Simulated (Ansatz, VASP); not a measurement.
One calculation of TiO2, two programs

The input POSCAR:

```
TiO2
1.0
    2.6805548658     -2.7284128728     -0.0617389515
    2.6752617647      2.7231209861     -0.0543959535
   -2.7090875630      0.0090815493      4.8052823094
Ti O
2 4
Direct
    0.1219484995      0.8575515384      0.2362471605
    0.8755807488      0.1482181876      0.7558577591
    0.3540058329      0.0989456189      0.6738295210
    0.6731971283      0.9418963086      0.3216654504
    0.9681807552      0.6826863602      0.8467382601
    0.0640405078      0.3491038293      0.1745947979
```

File INCAR.step1:

```
  PREC = Accurate
  ENCUT = 520
  ISMEAR = 0
  SIGMA = 0.02
  LREAL = F
  LASPH = T
  NELM = 80
  NBANDS = 33
  GGA = PE
  ALGO = Normal
  EDIFF = 1E-4
  LWAVE = T
  LCHARG = F
```

INCAR.step2

```
  PREC = Accurate
  ENCUT = 520
  EDIFF = 1E-7
  ISMEAR = 0
  SIGMA = 0.02
  LREAL = F
  LASPH = T
  NELM = 80
  ALGO = Normal
  ISIF = 2
  LWAVE = F
  LCHARG = F
  METAGGA = R2SCAN
  LMIXTAU = T
  NBANDS = 33
  ISTART = 1
```

The input KPOINTS:

```
regular mesh
0
Gamma
  2 2 2
```

Input for Ansatz:

```yaml
crystal:
  lattice:
    - [2.6805548658, -2.7284128728, -0.0617389515]
    - [2.6752617647, 2.7231209861, -0.0543959535]
    - [-2.709087563, 0.0090815493, 4.8052823094]
  atoms:
    - { symbol: Ti, position: [0.1219484995, 0.8575515384, 0.2362471605] }
    - { symbol: Ti, position: [0.8755807488, 0.1482181876, 0.7558577591] }
    - { symbol: O, position: [0.3540058329, 0.0989456189, 0.673829521] }
    - { symbol: O, position: [0.6731971283, 0.9418963086, 0.3216654504] }
    - { symbol: O, position: [0.9681807552, 0.6826863602, 0.8467382601] }
    - { symbol: O, position: [0.0640405078, 0.3491038293, 0.1745947979] }
basis:
  ecutwfc: 500
kpoints:
  mp_grid: { grid: [2, 2, 2] }
hamiltonian:
  xc: r2scan
scf:
  occupations: { method: gaussian, width: 0.02 }
output:
  forces: true
  stress: true
  eigenvalues: true
```

Change from the starting cell: kmesh displaced: [2, 2, 2] Gamma-centred.

Alike in both runs: task single point; functional r2SCAN; k mesh 2 × 2 × 2; occupations gaussian, width 0.02 eV; no spin polarisation.

|  | VASP | Ansatz |
| --- | --- | --- |
| version | VASP 6.6.1 | Ansatz 0.2.0 |
| potentials or method | VASP PAW PBE potentials, release 64 (Ti_sv, O) | scalar-relativistic, plane waves, PAW |
| plane-wave cutoff (eV) | 520 | 500 |
| valence electrons in the cell | 48 | 48 |

Ansatz gave:

```
gap on the k mesh at the Fermi level (eV)       : 2.55
least direct gap on the mesh (eV)               : 3.00
pressure (GPa)                                  : -3.5
largest component of the traceless stress (GPa) : 6.61
rms of the force components (eV/Å)              : 0.692
```

Question: Which values does VASP return?

Answer: gap on the k mesh at the Fermi level (eV): 2.57; least direct gap on the mesh (eV): 3.02; pressure (GPa): -2.3; largest component of the traceless stress (GPa): 6.55; rms of the force components (eV/Å): 0.720.

Atom by atom the forces differ by 0.063 eV/Å (rms over components).

Caveats: the k mesh is coarse (spacing up to 0.89 Å⁻¹), so the values aren't converged; the PAW data sets were made with another functional, which shifts forces and pressure a little (VASP). A k mesh can miss the band edges.
